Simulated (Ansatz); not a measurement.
# Si: further runs on a relaxed guess

This session takes a relaxed cell of Si and sets out to see whether it has a gap, which orbitals make up the states near it and how charge is shared.

Program: Ansatz 0.2.0. Level of theory: DFT PBE, scalar-relativistic, plane waves, PAW. These are calculated values, not measurements.

### 1 The starting structure

It takes space group Pnnm (No. 58, orthorhombic). The conventional cell has a = 4.880 Å, b = 6.065 Å, c = 3.599 Å, α = 90.00°, β = 90.00°, γ = 90.00°. Si (site symmetry 2/m) has 6 Si at 2.46 to 2.47 Å in its first shell of neighbours. Si (site symmetry m) has 4 Si at 2.40 to 2.47 Å in its first shell of neighbours.

As a file:

```
CELL_PARAMETERS angstrom
4.88042 0.00000 0.00000
0.00000 6.06535 0.00000
0.00000 0.00000 3.59880
ATOMIC_POSITIONS crystal
Si 0.50000 0.00000 0.00000
Si 0.00000 0.50000 0.50000
Si 0.30857 0.62454 0.00000
Si 0.69143 0.37546 0.00000
Si 0.80857 0.87546 0.50000
Si 0.19143 0.12454 0.50000
```

The cell was relaxed beforehand at this level, from a generated guess; it needn't be the stable form of this composition. At a tolerance of 0.05 Å it has space group Pnnm (No. 58); it has 17.75 Å³/atom, an uncorrected energy of +0.39 eV/atom over the standard state.

### 2 Electronic structure at the relaxed geometry

The input, input.yaml:

```yaml
crystal:
  lattice:
    - [4.8804237723, 0.0, 0.0]
    - [0.0, 6.0653546793, 0.0]
    - [0.0, 0.0, 3.5987971415]
  atoms:
    - { symbol: Si, position: [0.5, 0.0, 0.0] }
    - { symbol: Si, position: [0.0, 0.5, 0.5] }
    - { symbol: Si, position: [0.3085738714, 0.6245365987, 0.0] }
    - { symbol: Si, position: [0.6914261286, 0.3754634013, 0.0] }
    - { symbol: Si, position: [0.8085738714, 0.8754634013, 0.5] }
    - { symbol: Si, position: [0.1914261286, 0.1245365987, 0.5] }
basis:
  ecutwfc: 420
kpoints:
  mp_grid: { grid: [8, 6, 10] }
  band_path:
    path:
      - [[0.0, 0.0, 0.0], [0.5, 0.0, 0.0], [0.5, 0.5, 0.0], [0.0, 0.5, 0.0], [0.0, 0.0, 0.0], [0.0, 0.0, 0.5], [0.5, 0.0, 0.5], [0.5, 0.5, 0.5], [0.0, 0.5, 0.5], [0.0, 0.0, 0.5]]
      - [[0.5, 0.0, 0.0], [0.5, 0.0, 0.5]]
      - [[0.0, 0.5, 0.0], [0.0, 0.5, 0.5]]
      - [[0.5, 0.5, 0.0], [0.5, 0.5, 0.5]]
    npoints: 14
hamiltonian:
  xc: pbe
scf:
  occupations: { method: gaussian, width: 0.1 }
  n_extra_bands: 15
output:
  forces: true
  stress: true
  eigenvalues: true
  populations: true
  dos: { projected: true, de: 0.02, nscf_kmesh: { grid: [10, 8, 12] } }
  bader: true
  write_density: true
  write_potential: true
  elf: true
  volumetric_format: npy
```

Launch:

```bash
$ ansatz run input.yaml --threads 1 --pin off --max-ram 2560MiB --backend cpu --events-out ev --progress --plain --runs-dir out
```

Before running it: what results should come out? Wanted: gap; states at the Fermi level; Bader charges.

As calculated:

| quantity | value |
| --- | --- |
| gap | none (metal) |
| states at the Fermi level | 2.63 per eV per cell |
| Bader charges | Si -0.04 to +0.02 e |

**Reading.** It comes out metallic. Of the projected weight within 0.25 eV of the Fermi level, the largest part is Si 3p (85 %).
